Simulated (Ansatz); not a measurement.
Level of theory: DFT PBE, scalar-relativistic, plane waves, PAW in Ansatz. All cells share a 420 eV cutoff and Γ-centred k meshes spaced at most about 0.3 Å⁻¹ (about 0.25 or finer for metals, 2π included). No spin polarisation in the final relaxations.

Temperature and zero-point effects are left out.

Compare these two cells of MgSi3N2, each relaxed at this level.

A.

```yaml
crystal:
  lattice:
    - [5.21012, 0.00000, 0.00000]
    - [-2.60506, 4.51210, 0.00000]
    - [0.00000, 0.00000, 4.98852]
  atoms:
    - { symbol: Mg, position: [0.66667, 0.33333, 0.00000] }
    - { symbol: Si, position: [0.66667, 0.33333, 0.50000] }
    - { symbol: Si, position: [0.00000, 0.00000, 0.00000] }
    - { symbol: Si, position: [0.00000, 0.00000, 0.50000] }
    - { symbol: N, position: [0.33333, 0.66667, 0.11216] }
    - { symbol: N, position: [0.33333, 0.66667, 0.88784] }
```

B.

```yaml
crystal:
  lattice:
    - [2.38857, 1.37904, 4.12958]
    - [-2.38857, 1.37904, 4.12958]
    - [0.00000, -2.75808, 4.12958]
  atoms:
    - { symbol: Mg, position: [0.00000, 0.00000, 0.00000] }
    - { symbol: Si, position: [0.50000, 0.50000, 0.50000] }
    - { symbol: Si, position: [0.29690, 0.29690, 0.29690] }
    - { symbol: Si, position: [0.70310, 0.70310, 0.70310] }
    - { symbol: N, position: [0.83766, 0.83766, 0.83766] }
    - { symbol: N, position: [0.16234, 0.16234, 0.16234] }
```

Problem. Which form is favoured at zero pressure, and by what margin per atom?

Solution. B is lower, by 164 meV/atom. A has space group P-6m2 (No. 187), 19.5 Å³/atom and no gap on its mesh; B has space group R-3m (No. 166), 13.6 Å³/atom and no gap. The shortest distance is 1.12 Å (N–N) in A and 1.67 Å (Si–N) in B. A holds Si–Si chains (shortest 2.49 Å) and N–N pairs as short as in free N₂ molecules (shortest 1.12 Å); B holds Si–Si units of three or more atoms (shortest 2.52 Å). The denser one is the lower, and pressure would at first widen the difference. Even the lower one lies +0.62 eV/atom against the reference forms of the elements (uncorrected), so neither is stable at this level. In A, Mg has 2 Si at 2.49 Å, 3 Si at 3.01 Å and 6 N at 3.06 Å; Si on its first site has 2 Mg at 2.49 Å; N has 1 N at 1.12 Å, 3 Si at 3.06 Å and 3 Mg at 3.06 Å; 2 more sites not described. In B, Mg is surrounded by 2 N at 2.01 Å; around Si on a site of symmetry -3m lie 2 Si at 2.52 Å and 6 N at 2.76 Å; N is surrounded by 1 Si at 1.67 Å, 1 Mg at 2.01 Å, 3 Si at 2.76 Å and 3 N at 2.76 Å; 1 more site not described. Both come from invented guesses. A third cell relaxed alike, in Fmmm, lies 0.44 eV/atom below the lower of the two.

A magnetic state wasn't ruled out in cells without spin, among them P-6m2. Cells relaxed within their symmetry can be saddle points.

The preference for B reflects where nitrogen forms its bonds. In A it stays essentially molecular, its triple bond intact and its contacts to Mg and Si too long for real bonding. The strong N–N bond is thus kept, but the Mg–Si framework gains almost nothing from nitrogen and is itself strained: symmetry makes Si–Si and Mg–Si share one spacing along the axis, which stretches the former and compresses the latter. In B the N–N bond is gone, and short, polar Si–N and Mg–N contacts replace it, as expected for a nitride.

That gain is incomplete, probably because silicon keeps stretched Si–Si links and lacks its usual tetrahedral environment. The positive energy therefore speaks against these arrangements, not against Mg–Si–N bonding in general. Even the Fmmm cell remains above the elements. Since the composition equals MgSiN2 plus silicon, and that nitride is a known stable compound, decomposition into this pair would be the stricter test, and it isn't computed here.
